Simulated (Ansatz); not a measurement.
Structure types of In were relaxed at one common pressure (all-electron LAPW in Ansatz 0.2.0 under PBE, scalar-relativistic, no spin polarisation, zero temperature). They take these volumes:

```
            type  space group  V (Å³/atom)
             bcc        Im-3m        11.64
             hcp     P6_3/mmc        11.60
simple hexagonal       P6/mmm        11.85
         diamond        Fd-3m        13.87
           omega       P6/mmm        11.67
```

Q: At about which pressure, and is the densest type also the lowest in enthalpy?

A: 280 GPa. The densest is hcp, and it is also the lowest in enthalpy among these.
